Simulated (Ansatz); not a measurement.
Li: a run of Ansatz with trial settings.

```yaml
crystal:
  lattice:
    - [3.078653135, -0.0507249513, -0.0457709054]
    - [-1.5832556639, 2.7735378096, 0.0408297581]
    - [-0.074931231, 0.0339210577, 4.9440911127]
  atoms:
    - { symbol: Li, position: [0.3333333333, 0.6666666667, 0.25] }
    - { symbol: Li, position: [0.6666666667, 0.3333333333, 0.75], spin: -3.0 }
basis:
  ecutwfc: 210
kpoints:
  mp_grid: { grid: [9, 9, 6] }
hamiltonian:
  xc: pbe
scf:
  occupations: { method: methfessel_paxton, width: "0.005 Ry" }
  lower_state_search: "off"
output:
  forces: true
  stress: true
  eigenvalues: true
  populations: true
magnetization:
  spin_polarized: true
accuracy: medium
```

Command:

```bash
ansatz run input.yaml --threads 1 --pin off --max-ram 1331MiB --backend cpu --events-out ev --progress --plain --runs-dir out
```

From the log (HF is the Harris–Foulkes energy, dr2 the density residual in eV):

```text
Warning: basis.ecutwfc = 210 eV is below the records' recommended 420 eV, and the density's cutoff is lower with it unless basis.ecutrho_ratio is high enough to keep the records' density cutoff: compare with a run at a higher cutoff
Pseudopotential: Li, paw, valence charge 3, recommended cutoff 420 eV (normal)
Crystal: 2 atoms, lattice volume = 41.808 Å³
Basis set: ecut = 210 eV, 293 PW (Γ), exchange–correlation on 30×32×48 points (8 copies of the dense FFT grid, shifted against one another)
Bands: 9, of which v1, the nominal top of the filled ones, is band 3 counted from 1 (2 counted from 0)
Symmetry: 1 space group operations
Space group: P1 (ITA 1), of the structure as read, at distance tolerance 3.5e-5 Å
k-points: 244 of 486 (time reversal used)
Initial density: superposition of atomic densities
Starting moments: Σ|m| = 3 μB on 1 of 2 sites
SCF iter   1: HF=-398.589002 eV  Δρ=1.96e-1 (↑1.87e-1 ↓1.96e-1) dr2=3.01e-2  dr2_m=1.41e1  M=-0.583 μB ∫|m|=0.586 μB
SCF iter   2: HF=-405.037541 eV  S|Δr|=    0.00e0  Δρ=1.38e-1 (↑1.36e-1 ↓1.38e-1) dr2=5.88e-3  dr2_m=7.20e0  M=-0.472 μB ∫|m|=0.472 μB
SCF iter   3: HF=-407.096524 eV  S|Δr|=    0.00e0  Δρ=9.73e-2 (↑9.73e-2 ↓9.72e-2) dr2=1.76e-3  dr2_m=3.63e0  M=-0.396 μB ∫|m|=0.396 μB
SCF iter   4: HF=-408.050913 eV  S|Δr|=    0.00e0  Δρ=6.93e-2 (↑6.93e-2 ↓6.85e-2) dr2=1.60e-4  dr2_m=1.82e0  M=-0.342 μB ∫|m|=0.342 μB
   ...
SCF iter  17: F=-408.999771 eV  HF=-408.999771 eV  S|Δr|=    0.00e0  Δρ=4.84e-7 (↑4.84e-7 ↓4.54e-7) dr2=9.75e-12  dr2_m=8.39e-11  M=-0.000 μB ∫|m|=0.000 μB
SCF iter  18: F=-408.999771 eV  HF=-408.999771 eV  S|Δr|=    0.00e0  Δρ=1.96e-7 (↑1.96e-7 ↓1.72e-7) dr2=2.76e-12  dr2_m=1.28e-11  M=-0.000 μB ∫|m|=0.000 μB
SCF iter  19: F=-408.999771 eV  HF=-408.999771 eV  S|Δr|=    0.00e0  Δρ=6.26e-8 (↑6.26e-8 ↓5.06e-8) dr2=6.99e-13  dr2_m=1.21e-12  M=-0.000 μB ∫|m|=0.000 μB
WARN: the starting moments were not kept: the SCF closed with an absolute magnetisation of 5.4e-6 μB, where they sum to 3 μB in size (1 site). That is at most 0.1 of that sum. Measured as dr2_m measures the in/out step, that magnetisation stands 2.9e-12 eV from none, at or under the dr2_threshold of 1.0e-7 eV: it is no larger than a step whose dr2_m would equal this threshold. The system may hold no moment …
SCF 1 converged in 19 iterations: F = -408.999771 eV  dr2 = 6.99e-13
this state was not tested for a lower state beside it, because cold or Methfessel-Paxton smearing, or corrected tetrahedra, fill the levels in a way that the test cannot read (fill_not_monotonic; see scf.lower_state_search)
SCF converged after 19 iterations
Magnetization: -0.0000 μB (3.0000 up, 3.0000 down)
Absolute magnetization: 0.0000 μB (∫|ρ↑−ρ↓|, with the PAW one-centre terms)
Per-site moments (μB) at R_I (Å): [(-1.9610e-6, 1.2418), (3.5648e-8, 1.2418)]
Free energy (F): -408.999771 eV
E sigma→0 (E₀):  -408.999768 eV
Entropy (-TS):   -0.000013 eV (-0.007 meV/atom)
Fermi energy:    0.966403 eV
Step filling:    the computed levels leave a gap of 0.0000 eV = 0.0 smearing widths at the electron count; against every level under it full and every level over it empty, smearing changes F+E_penalty+E_count by +0.023 meV and its σ→0 estimate by +0.026 meV
--- Forces (eV/Å), atoms counted from 1 ---
  atom   1  Li     0.01331772     0.01507593     0.00063241
  atom   2  Li    -0.01331772    -0.01507592    -0.00063240
--- Stress (GPa, compression-positive) ---
       -0.920653       0.022638       0.092791
        0.022638      -0.843654      -0.088857
        0.092791      -0.088857       0.306929
  P = ⅓ Tr σ = -0.4858 GPa (-4.858 kbar)
```

These settings were drawn at random to show what each does; none of the numbers is a converged property of the crystal. The starting moments weren't kept.